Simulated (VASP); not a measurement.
# Metal contacts to WS2

Does the barrier of WS2 follow the work function of the metal under it?

Main program and level: VASP 6.6.1; PBE with D3(BJ), no spin polarisation; plane waves and PAW (W_sv, S), in the first sound run; inputs show where later runs differ.

### 1. Set-up

The cell holds 3 atoms: 1 W and 2 S. Cell: a = 3.170 Å, b = 3.170 Å, c = 22.000 Å, α = 90.0°, β = 90.0°, γ = 120.0°. Vacuum lies along c.

Structure file:

```
W S
1.0
     3.17000    0.00000    0.00000
    -1.58500    2.74530    0.00000
     0.00000    0.00000   22.00000
W S
1 2
Direct
  0.33333 0.66667 0.50000
  0.66667 0.33333 0.42886
  0.66667 0.33333 0.57114
```

### 2. Relax the free sheet, PBE

The sheet sets the in-plane lattice; the metals are strained to it.

Level: PBE with D3(BJ), no spin polarisation; plane waves and PAW (W_sv, S).

INCAR reads:

```
SYSTEM = WS2
PREC = Accurate
ENCUT = 330
EDIFF = 1E-06
NELM = 120
ISMEAR = 0
SIGMA = 0.05
LREAL = Auto
ALGO = Normal
GGA = PE
IVDW = 12
NBANDS = 19
LASPH = .TRUE.
LORBIT = 11
LWAVE = .FALSE.
LCHARG = .FALSE.
KPAR = 16
IBRION = 2
NSW = 40
ISIF = 3
EDIFFG = -0.01
POTIM = 0.4
LATTICE_CONSTRAINTS = .TRUE. .TRUE. .FALSE.
```

POSCAR reads:

```
WS2
1.0
    3.1700000000      0.0000000000      0.0000000000
   -1.5850000000      2.7453005300      0.0000000000
    0.0000000000      0.0000000000     22.0000000000
W S
1 2
Direct
    0.3333333333      0.6666666667      0.5000000000
    0.6666666667      0.3333333333      0.4288636364
    0.6666666667      0.3333333333      0.5711363636
```

KPOINTS reads:

```
Automatic mesh
0
Gamma
12 12 1
0 0 0
```

The projector-augmented-wave data sets are W_sv and S (PBE family, release 64).

The run is started by

```sh
$ mpirun -np 16 vasp_std
```

The program printed:

```text
[banner, memory and clock lines left out]
running   16 mpi-ranks, on    1 nodes
[...]
|                                                                             |
|           W    W    AA    RRRRR   N    N  II  N    N   GGGG   !!!           |
|           W    W   A  A   R    R  NN   N  II  NN   N  G    G  !!!           |
|           W    W  A    A  R    R  N N  N  II  N N  N  G       !!!           |
|           W WW W  AAAAAA  RRRRR   N  N N  II  N  N N  G  GGG   !            |
|           WW  WW  A    A  R   R   N   NN  II  N   NN  G    G                |
|           W    W  A    A  R    R  N    N  II  N    N   GGGG   !!!           |
|                                                                             |
|     For optimal performance we recommend to set                             |
|       NCORE = 2 up to number-of-cores-per-socket                            |
|     NCORE specifies how many cores store one orbital (NPAR=cpu/NCORE).      |
|     This setting can greatly improve the performance of VASP for DFT.       |
[...]
LDA part: xc-table for (Slater+PW92), standard interpolation
 POSCAR, INCAR and KPOINTS ok, starting setup
[...]
entering main loop
       N       E                     dE             d eps       ncg     rms          rms(c)
DAV:   1     0.143735790841E+03    0.14374E+03   -0.11453E+04   882   0.770E+02
DAV:   2    -0.137456462903E+02   -0.15748E+03   -0.15503E+03   972   0.218E+02
DAV:   3    -0.248787663645E+02   -0.11133E+02   -0.11079E+02  1000   0.591E+01
DAV:   4    -0.250404121917E+02   -0.16165E+00   -0.16141E+00   962   0.810E+00
[...]
DAV:  20    -0.236635878967E+02   -0.20883E-05   -0.62864E-08   533   0.116E-03    0.705E-04
DAV:  21    -0.236635889768E+02   -0.10801E-05   -0.38294E-08   569   0.852E-04    0.171E-03
DAV:  22    -0.236635890386E+02   -0.61813E-07   -0.42549E-09   511   0.379E-04
   1 F= -.24589754E+02 E0= -.24589754E+02  d E =-.245898E+02
[... from here on, the cycles between the ionic steps are left out ...]
   2 F= -.24592054E+02 E0= -.24592054E+02  d E =-.229994E-02
   3 F= -.24592352E+02 E0= -.24592352E+02  d E =-.259803E-02
   4 F= -.24592564E+02 E0= -.24592564E+02  d E =-.211281E-03
   5 F= -.24592726E+02 E0= -.24592726E+02  d E =-.374014E-03
[...]
reached required accuracy - stopping structural energy minimisation
```

Wall time 60 s (16 MPI ranks of Intel Xeon Platinum 8259CL at 2.50GHz (Skylake/Cascade Lake), shared host); peak memory 4.4 GiB.

The logs omit lines about the potential files and the build; timing stands in the text.

From OUTCAR (step 2):

```text
 Edisp (eV)   -0.93068

 Edisp (eV)   -0.93194

  Total      -0.00078    -0.00078    -0.10945     0.00000    -0.00000    -0.00000
  in kB      -0.00662    -0.00662    -0.92370     0.00000    -0.00000    -0.00000
  external pressure =       -0.31 kB  Pullay stress =        0.00 kB

 POSITION                                       TOTAL-FORCE (eV/Angst)
 -----------------------------------------------------------------------------------
     -0.00000      1.82250     11.00000        -0.000000      0.000000      0.000000
      1.57833      0.91125      9.42256         0.000000      0.000000     -0.000383
      1.57833      0.91125     12.57744         0.000000     -0.000000      0.000383
 -----------------------------------------------------------------------------------
    total drift:                               -0.000000      0.000000     -0.000000

  FREE ENERGIE OF THE ION-ELECTRON SYSTEM (eV)
  ---------------------------------------------------
  free  energy   TOTEN  =       -24.5927264268 eV

  energy  without entropy=      -24.5927264268  energy(sigma->0) =      -24.59272643

 reached required accuracy - stopping structural energy minimisation

[... 3 further parts left out ...]
[key lines of the parts left out:]
E-fermi :  -1.7546
```

Numbers from this step:

| Property | Result |
| --- | --- |
| energy(sigma→0) of the program | -24.5927 eV |
| volume | 189.850 Å³ |
| ionic steps | 5 |

### 3. Levels of the free sheet, PBE

The free sheet gives its levels against the core potential of W.

Level: PBE with D3(BJ), no spin polarisation; plane waves and PAW (W_sv, S).

System, named by how it was started: 2H-WS2 monolayer. The cell holds 9 atoms: 3 W and 6 S. Its edges and angles: a = 5.467 Å, b = 5.467 Å, c = 22.000 Å, α = 90.0°, β = 90.0°, γ = 120.0°. It derives from WS2 (2H-WS2 monolayer). Vacuum lies along c.

INCAR reads:

```
SYSTEM = WS2
PREC = Normal
ENCUT = 330
EDIFF = 1E-06
NELM = 120
ISMEAR = 0
SIGMA = 0.05
LREAL = .FALSE.
ALGO = Fast
GGA = PE
IVDW = 12
NBANDS = 61
LASPH = .TRUE.
LORBIT = 11
LWAVE = .FALSE.
LCHARG = .FALSE.
KPAR = 8
NCORE = 2
IDIPOL = 3
LDIPOL = .TRUE.
DIPOL = 0.5 0.5 0.5
LVHAR = .TRUE.
LVACPOTAV = .TRUE.
NEDOS = 1500
```

POSCAR reads:

```
WS2
1.0
    4.7349934200      2.7337497257      0.0000000000
   -4.7349934200      2.7337497257      0.0000000000
    0.0000000000      0.0000000000     22.0000000000
W S
3 6
Direct
    0.3333333333      0.3333333334      0.5000000000
    0.6666666667      0.0000000000      0.5000000000
    0.0000000000      0.6666666667      0.5000000000
    0.3333333333      0.0000000000      0.4282980689
    0.6666666667      0.6666666666      0.4282980689
    0.0000000000      0.3333333333      0.4282980689
    0.3333333333      0.0000000000      0.5717019311
    0.6666666667      0.6666666666      0.5717019311
    0.0000000000      0.3333333333      0.5717019311
```

KPOINTS reads:

```
Automatic mesh
0
Gamma
9 9 1
0 0 0
```

The run is started by

```sh
$ mpirun -np 16 vasp_std
```

The program printed:

```text
[banner, memory and clock lines left out]
running   16 mpi-ranks, on    1 nodes
[...]
LDA part: xc-table for (Slater+PW92), standard interpolation
 POSCAR, INCAR and KPOINTS ok, starting setup
[...]
entering main loop
       N       E                     dE             d eps       ncg     rms          rms(c)
DAV:   1     0.537809612808E+03    0.53781E+03   -0.32825E+04  1736   0.736E+02
DAV:   2    -0.233190975639E+02   -0.56113E+03   -0.53830E+03  1937   0.229E+02
DAV:   3    -0.738406294219E+02   -0.50522E+02   -0.49842E+02  1904   0.669E+01
DAV:   4    -0.750626020211E+02   -0.12220E+01   -0.12170E+01  1872   0.114E+01
[...]
RMM:  20    -0.709770366641E+02   -0.87613E-05   -0.29512E-07  1283   0.197E-03    0.216E-03
RMM:  21    -0.709770377253E+02   -0.10612E-05   -0.86528E-08  1035   0.108E-03    0.135E-03
RMM:  22    -0.709770381217E+02   -0.39639E-06   -0.14354E-08   662   0.647E-04
|                                                                             |
|           W    W    AA    RRRRR   N    N  II  N    N   GGGG   !!!           |
|           W    W   A  A   R    R  NN   N  II  NN   N  G    G  !!!           |
|           W    W  A    A  R    R  N N  N  II  N N  N  G       !!!           |
|           W WW W  AAAAAA  RRRRR   N  N N  II  N  N N  G  GGG   !            |
|           WW  WW  A    A  R   R   N   NN  II  N   NN  G    G                |
|           W    W  A    A  R    R  N    N  II  N    N   GGGG   !!!           |
|                                                                             |
|     Did not find any points to average over, which means that no vacuum     |
|     field-free region was found. Please increase the size of  your cell     |
|     in the dimension of the dipole correction to obtain accurate            |
|     workfunction values.                                                    |
|                                                                             |

   1 F= -.73772854E+02 E0= -.73772854E+02  d E =-.137577E-10
```

Run time: 35 s. Hardware: 16 MPI ranks; peak memory 4.1 GiB; 7.2 min of CPU time.

Parts of OUTCAR (step 3):

```text
  LATTYP: Found a hexagonal cell.
 ALAT       =     5.4674994513
 C/A-ratio  =     4.0237772671

 Subroutine GETGRP returns: Found 12 space group operations
 (whereof 12 operations were pure point group operations)

The static configuration has the point symmetry D_3h.

 Found     12 irreducible k-points:

   k-points           NKPTS =     12   k-points in BZ     NKDIM =     12   number of bands    NBANDS=     61

   dimension x,y,z NGX =    24 NGY =   24 NGZ =   98
   dimension x,y,z NGXF=    48 NGYF=   48 NGZF=  196

   ENCUT  =  330.0 eV  24.25 Ry    4.92 a.u.   8.10  8.10 32.59*2*pi/ulx,y,z

   NELECT =      78.0000    total number of electrons

 dipolmoment           0.000000      0.000000     -0.000000 electrons x Angstroem

 E-fermi :  -1.9338

 k-point     1 :       0.0000    0.0000    0.0000
  band No.  band energies     occupation
    ...
     35      -3.7034      2.00000
     36      -3.7034      2.00000
     37      -2.2998      2.00000
     38      -2.1444      2.00000
     39      -2.1444      2.00000
     40      -0.2076      0.00000
     41      -0.2076      0.00000
     42       0.7976      0.00000
     43       0.7976      0.00000
     44       0.9241      0.00000
    ...

 k-point     2 :       0.1111    0.0000    0.0000
  band No.  band energies     occupation
    ...
     35      -3.8243      2.00000
     36      -3.5863      2.00000
     37      -2.3275      2.00000
     38      -2.3260      2.00000
     39      -2.2949      2.00000
     40       0.0100      0.00000
     41       0.0169      0.00000
     42       0.7253      0.00000
     43       0.7341      0.00000
     44       0.8585      0.00000
    ...

 Edisp (eV)   -2.79582

  Total      -0.02037    -0.02037    -0.34058     0.00000     0.00000     0.00000
  in kB      -0.05730    -0.05730    -0.95807     0.00000     0.00000     0.00000
  external pressure =       -0.36 kB  Pullay stress =        0.00 kB

  energy-cutoff  :      330.00
  volume of cell :      569.55
      direct lattice vectors                 reciprocal lattice vectors
     4.734993420  2.733749726  0.000000000     0.105596768  0.182898967  0.000000000
    -4.734993420  2.733749726  0.000000000    -0.105596768  0.182898967  0.000000000
     0.000000000  0.000000000 22.000000000     0.000000000  0.000000000  0.045454545

 POSITION                                       TOTAL-FORCE (eV/Angst)
 -----------------------------------------------------------------------------------
     -0.00000      1.82250     11.00000        -0.000000     -0.000000     -0.000000
      3.15666      1.82250     11.00000        -0.000000     -0.000000     -0.000000
     -3.15666      1.82250     11.00000        -0.000000      0.000000     -0.000000
      1.57833      0.91125      9.42256         0.000000      0.000000     -0.000629
      0.00000      3.64500      9.42256         0.000000     -0.000000     -0.000629
     -1.57833      0.91125      9.42256         0.000000      0.000000     -0.000629
      1.57833      0.91125     12.57744         0.000000      0.000000      0.000629
      0.00000      3.64500     12.57744         0.000000      0.000000      0.000629
     -1.57833      0.91125     12.57744         0.000000     -0.000000      0.000629
 -----------------------------------------------------------------------------------
    total drift:                                0.000000     -0.000080      0.000003

  FREE ENERGIE OF THE ION-ELECTRON SYSTEM (eV)
  ---------------------------------------------------
  free  energy   TOTEN  =       -73.7728537574 eV

  energy  without entropy=      -73.7728537574  energy(sigma->0) =      -73.77285376

 vacuum level on the upper side and lower side of the slab         3.502         3.502

 total charge
# of ion       s       p       d       tot
------------------------------------------
    1        2.320   6.330   3.378  12.028
    2        2.320   6.330   3.378  12.028
    3        2.320   6.330   3.378  12.028
    4        1.359   2.365   0.000   3.724
    5        1.359   2.365   0.000   3.724
    6        1.359   2.365   0.000   3.724
    7        1.359   2.365   0.000   3.724
    8        1.359   2.365   0.000   3.724
    9        1.359   2.365   0.000   3.724
--------------------------------------------------
tot         15.113  33.183  10.133  58.428

[... 7 further parts left out ...]
```

This run gave:

* energy(sigma→0) of the program: -73.7729 eV
* highest filled level below the vacuum, upper and lower side: 5.65, 5.65 eV

### 4. Relax the metal slab, PBE

One member in full, Pd: the two lower layers are held.

Level: PBE with D3(BJ); plane waves and PAW (Pd).

System, named by how it was started: Pd slab. The cell holds 16 atoms: 16 Pd. Its edges and angles: a = 5.467 Å, b = 5.467 Å, c = 29.626 Å, α = 90.0°, β = 90.0°, γ = 120.0°. It derives from Pd. Vacuum lies along c.

INCAR reads:

```
SYSTEM = Pd
PREC = Normal
ENCUT = 330
EDIFF = 1E-05
NELM = 120
ISMEAR = 1
SIGMA = 0.1
LREAL = Auto
ALGO = Fast
GGA = PE
IVDW = 12
NBANDS = 99
LASPH = .TRUE.
LORBIT = 11
LWAVE = .FALSE.
LCHARG = .FALSE.
KPAR = 4
IBRION = 2
NSW = 30
ISIF = 2
EDIFFG = -0.03
POTIM = 0.4
MAXMIX = 40
IDIPOL = 3
LDIPOL = .TRUE.
DIPOL = 0.5 0.5 0.384
```

POSCAR reads:

```
Pd
1.0
    4.7349934200      2.7337497260      0.0000000000
   -4.7349934200      2.7337497260      0.0000000000
    0.0000000000      0.0000000000     29.6258552790
Pd
16
Selective dynamics
Direct
    0.0000000000      0.0000000000      0.2700343980  F F F
    0.0000000000      0.5000000000      0.2700343980  F F F
    0.5000000000      0.0000000000      0.2700343980  F F F
    0.5000000000      0.5000000000      0.2700343980  F F F
    0.1666666670      0.3333333330      0.3462175190  F F F
    0.1666666670      0.8333333330      0.3462175190  F F F
    0.6666666670      0.3333333330      0.3462175190  F F F
    0.6666666670      0.8333333330      0.3462175190  F F F
    0.3333333330      0.1666666670      0.4224006390  T T T
    0.3333333330      0.6666666670      0.4224006390  T T T
    0.8333333330      0.1666666670      0.4224006390  T T T
    0.8333333330      0.6666666670      0.4224006390  T T T
    0.0000000000      0.0000000000      0.4985837600  T T T
    0.0000000000      0.5000000000      0.4985837600  T T T
    0.5000000000      0.0000000000      0.4985837600  T T T
    0.5000000000      0.5000000000      0.4985837600  T T T
```

KPOINTS reads:

```
Automatic mesh
0
Gamma
6 6 1
0 0 0
```

The projector-augmented-wave data sets are Pd (PBE family, release 64).

The run is started by

```sh
$ mpirun -np 4 vasp_std
```

The program printed:

```text
[banner, memory and clock lines left out]
running    4 mpi-ranks, on    1 nodes
[...]
LDA part: xc-table for (Slater+PW92), standard interpolation
 POSCAR, INCAR and KPOINTS ok, starting setup
[...]
entering main loop
       N       E                     dE             d eps       ncg     rms          rms(c)
DAV:   1     0.877632107477E+03    0.87763E+03   -0.56096E+04  1418   0.953E+02
DAV:   2    -0.315357850224E+02   -0.90917E+03   -0.84688E+03  1657   0.248E+02
DAV:   3    -0.818677662837E+02   -0.50332E+02   -0.45677E+02  1604   0.563E+01
DAV:   4    -0.831500629203E+02   -0.12823E+01   -0.12661E+01  1662   0.949E+00
[...]
RMM:  22    -0.790502291680E+02   -0.78271E-04   -0.21715E-06   479   0.333E-03    0.300E-03
RMM:  23    -0.790502937507E+02   -0.64583E-04   -0.30207E-06   604   0.350E-03    0.225E-03
RMM:  24    -0.790503008634E+02   -0.71126E-05   -0.40529E-07   253   0.196E-03
   1 F= -.87131685E+02 E0= -.87135526E+02  d E =-.871317E+02
[... from here on, the cycles between the ionic steps are left out ...]
   2 F= -.87136111E+02 E0= -.87139685E+02  d E =-.442542E-02
   3 F= -.87137023E+02 E0= -.87140433E+02  d E =-.533787E-02
   4 F= -.87137161E+02 E0= -.87140486E+02  d E =-.547590E-02
[...]
reached required accuracy - stopping structural energy minimisation
```

Run time: 3.1 min. Hardware: 4 MPI ranks; peak memory 1.6 GiB.

From OUTCAR (step 4):

```text
 Edisp (eV)   -8.07879

 Edisp (eV)   -8.07834

  Total      -6.38414    -6.38414     0.23928     0.00000     0.00000     0.00000
  in kB     -13.33625   -13.33625     0.49985     0.00000     0.00000     0.00000
  external pressure =       -8.72 kB  Pullay stress =        0.00 kB

 POSITION                                       TOTAL-FORCE (eV/Angst)
 -----------------------------------------------------------------------------------
      0.00000      0.00000      8.00000        -0.000000      0.000000     -0.128771
     -2.36750      1.36687      8.00000         0.000000     -0.000000     -0.128771
      2.36750      1.36687      8.00000        -0.000000     -0.000000     -0.128771
      0.00000      2.73375      8.00000        -0.000000     -0.000000     -0.128771
     -0.78917      1.36687     10.25699        -0.000000     -0.000000      0.089204
     -3.15666      2.73375     10.25699        -0.000000      0.000000      0.089204
      1.57833      2.73375     10.25699         0.000000      0.000000      0.089204
     -0.78917      4.10062     10.25699        -0.000000      0.000000      0.089204
      0.78917      1.36687     12.50345         0.000000     -0.000000      0.020661
     -1.57833      2.73375     12.50345         0.000000     -0.000000      0.020661
      3.15666      2.73375     12.50345         0.000000      0.000000      0.020661
      0.78917      4.10062     12.50345         0.000000     -0.000000      0.020661
      0.00000      5.46750     14.78006        -0.000000      0.000000      0.018906
     -2.36750      1.36687     14.78006         0.000000      0.000000      0.018906
     -2.36750      4.10062     14.78006        -0.000000      0.000000      0.018906
      0.00000      2.73375     14.78006         0.000000      0.000000      0.018906
 -----------------------------------------------------------------------------------
    total drift:                                0.000003     -0.000004      0.081249

  FREE ENERGIE OF THE ION-ELECTRON SYSTEM (eV)
  ---------------------------------------------------
  free  energy   TOTEN  =       -87.1371613035 eV

  energy  without entropy=      -87.1471367791  energy(sigma->0) =      -87.14048646

[... 1 part as in an earlier step ...]

[... 3 further parts left out ...]
[key lines of the parts left out:]
E-fermi :  -0.6645
```

This run gave:

| Item | Value |
| --- | --- |
| energy(sigma→0) of the program | -87.1405 eV |
| ionic steps | 4 |

(Part 1 of 3 ends here.)

[Lines on the potential files, build, host, timing and source positions are cut from VASP's logs without a mark.]

[Logs are printed without paths, hosts, clocks, repeated set-up lines and the standing remarks that a program may print on its own settings, such as how far it seeks lower states.]

[Hosts, paths, dates, database ids (printed as entryN), source tags and the programs' standing remarks are cut or masked in the printed files.]
